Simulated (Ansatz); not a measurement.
## Compressing Ti: a fit and a missing row

Ti, Fm-3m, a = 4.056 Å. This isn't the element's structure at ambient conditions. Ansatz: PBEsol, PAW, 420 eV, Γ-centred 18×18×18 mesh on 1 atom, Gaussian smearing 0.10 eV; no spin polarisation. Symmetry fixes shape and atoms, so the cell is only scaled; pressure is positive in compression.

| V (Å³/atom) | P (GPa) |
| --- | --- |
| 15.679 | ? |
| 16.179 | 3.66 |
| 16.680 | 0.00 |
| 17.180 | -3.21 |
| 17.680 | -6.03 |

Problem. Take V0 = 16.680 Å³/atom, fit the third-order Birch–Murnaghan form to the other rows, and predict the missing pressure.

Solution. With the Eulerian strain f = ½[(V0/V)^(2/3) − 1] and y = P/[3f(1 + 2f)^(5/2)], the form is the line y = B0 + 1.5 B0 (B0′ − 4) f. Rows (f, y): 0.01027, 112.9; -0.00975, 115.3; -0.01904, 116.3. Means f = -0.006173, y = 114.83; Σ(Δf)² = 0.0004487, ΣΔfΔy = -0.05233; the slope is their ratio. y = 114.1 − 116.6 f GPa, so B0 = 114.1 GPa and B0′ = 4 + 2 × (-116.6)/(3 × 114.1) = 3.32. At V = 15.679, f = 0.02106, y = 111.64 and P = 7.82 GPa. The run gave 7.83 GPa, so the fit is 0.01 GPa too low, a small miss on the scale of the series. The form still works here, 33 % of the fitted range beyond its end.